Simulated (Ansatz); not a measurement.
The system is AlCo3.

```
Co Al
1.0
     3.57495    0.00000    0.00000
     0.00000    3.57495    0.00000
     0.00000    0.00000    3.57495
Co Al
3 1
Direct
  0.00000 0.50000 0.50000
  0.50000 0.00000 0.50000
  0.50000 0.50000 0.00000
  0.00000 0.00000 0.00000
```

The cell comes from a database or a generator and needn't be the stable form of this composition.

Alike in all runs: program Ansatz 0.2.0; functional PBEsol; potentials or basis Ansatz PAW; cutoff 420 eV (not typed: the program's choice for these potentials); k mesh 6 × 6 × 6; occupations fermi-dirac, width 0.05 eV.

The same cell was started in several ways:

```csv
start,free energy over the lowest (meV/atom),net moment (μB),site or absolute moments (μB),gap
"collinear spin, ferromagnetic start of up to 3 μB; fixed moment 9",1381.0,9.00,Co +2.64; Al +0.30,-
"collinear spin, ferromagnetic start of up to 2.5 μB; fixed moment 7.5",619.7,7.50,Co +2.30; Al +0.16,-
"collinear spin, ferromagnetic start of up to 1 μB; fixed moment 3",0.0,3.00,Co +1.05; Al -0.05,-
"collinear spin, ferromagnetic start of up to 4 μB; fixed moment 12",3746.7,12.00,Co +3.26; Al +0.60,-
"collinear spin, ferromagnetic start of up to 1.5 μB; fixed moment 4.5",18.5,4.50,Co +1.53; Al -0.04,-
"collinear spin, ferromagnetic start of up to 0.5 μB; fixed moment 1.5",20.2,1.50,Co +0.53; Al -0.03,-
"collinear spin, ferromagnetic start of up to 2 μB; fixed moment 6",200.5,6.00,Co +1.94; Al +0.03,-
"collinear spin, program default start; fixed moment 0",34.0,0.00,-,-
```

All polarised runs hold their moment fixed, so the table maps the energy against it. A still lower state may exist.

Caveats: the total moment is fixed, so each spin has its own Fermi level.
